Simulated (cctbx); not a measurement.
# Interatomic vectors of WI3

Space group Pmmn (no. 59, origin choice 1), a = 6.6300 Å, b = 12.6900 Å, c = 7.1850 Å, α = 90.00°, β = 90.00°, γ = 90.00°, content W4 I12.

The data are simulated with cctbx, not measured: synchrotron X-rays, λ = 0.7749 Å, to d = 0.75 Å, 50 % of the full sphere, strongest reflection 40000 counts, noise from counting, a 1.5 % proportional error and a noise floor of 2 counts (s.d.); no absorption.

Patterson synthesis, origin scaled to 1000:

```text
Patterson group P m m m
      u       v       w   height  length (A)
  0.000   0.000   0.000   1000.0     0.00
  0.000   0.500   0.500    806.3     7.29
  0.000   0.168   0.500    439.5     4.18
  0.500   0.500   0.500    438.1     8.01
  0.000   0.333   0.000    424.0     4.23
  0.500   0.000   0.000    308.8     3.31
  0.250   0.500   0.185    249.6     6.69
  0.249   0.163   0.154    248.8     2.87
  0.250   0.337   0.346    248.7     5.22
  0.500   0.332   0.330    239.4     5.86
  0.248   0.000   0.315    236.7     2.80
  0.500   0.167   0.169    235.6     4.12
  0.500   0.500   0.175    204.6     7.27
  0.500   0.000   0.330    194.7     4.07
```

**Question.** Which atom pairs make the peaks, and where is the heaviest atom?

A peak at u stands for all pairs with xi − xj = u, with weight Σ ZiZj against Σ Z² = 55612 at the origin. Peak heights follow these weights only roughly, since form factors, motion and series ripples differ, all vectors within 0.55 Å of a peak are counted as merged into it though the farther ones add only part of their weight, and F(000) is left out, which lowers the whole map:

| u | v | w | shortest length (Å) | height | 1000 ΣZiZj/ΣZ² | pairs in the cell |
| --- | --- | --- | --- | --- | --- | --- |
| 0.000 | 0.500 | 0.500 | 7.29 | 806 | 1000 | 12 × I–I, 4 × W–W |
| 0.000 | 0.168 | 0.500 | 4.18 | 440 | 606 | 12 × I–I |
| 0.500 | 0.500 | 0.500 | 8.01 | 438 | 394 | 4 × W–W |
| 0.000 | 0.333 | 0.000 | 4.23 | 424 | 606 | 12 × I–I |
| 0.500 | 0.000 | 0.000 | 3.31 | 309 | 394 | 4 × W–W |
| 0.250 | 0.500 | 0.185 | 6.69 | 250 | 282 | 4 × W–I |
| 0.249 | 0.163 | 0.154 | 2.87 | 249 | 282 | 4 × W–I |
| 0.250 | 0.337 | 0.346 | 5.22 | 249 | 282 | 4 × W–I |
| 0.500 | 0.332 | 0.330 | 5.86 | 239 | 303 | 6 × I–I |
| 0.248 | 0.000 | 0.315 | 2.80 | 237 | 282 | 4 × W–I |

The table stops at ten peaks or at a height of 45, below which ripples compete. In the model behind the data W, the heaviest element, has 1 independent site: (0.7695, 0, 0.7446), up to an allowed shift of origin; the W–W vectors are differences of these positions and their symmetry mates. The whole model:

| atom | mult. | x | y | z | Ueq (Å²) |
| --- | --- | --- | --- | --- | --- |
| W1 | 4 | 0.7695 | 0 | 0.7446 | 0.0118 |
| I1 | 4 | 0 | 0.1671 | 0.5946 | 0.0159 |
| I2 | 2 | 1/2 | 0 | 0.4434 | 0.0164 |
| I3 | 4 | 0 | 0.6574 | 0.0951 | 0.0170 |
| I4 | 2 | 1/2 | 1/2 | 0.9263 | 0.0141 |

The model is made up (kin elements in a known structure type, no relaxation), so it says nothing on whether the phase exists.

[Logs are printed without paths, hosts, clocks, repeated set-up lines and the standing remarks that a program may print on its own settings, such as how far it seeks lower states.]
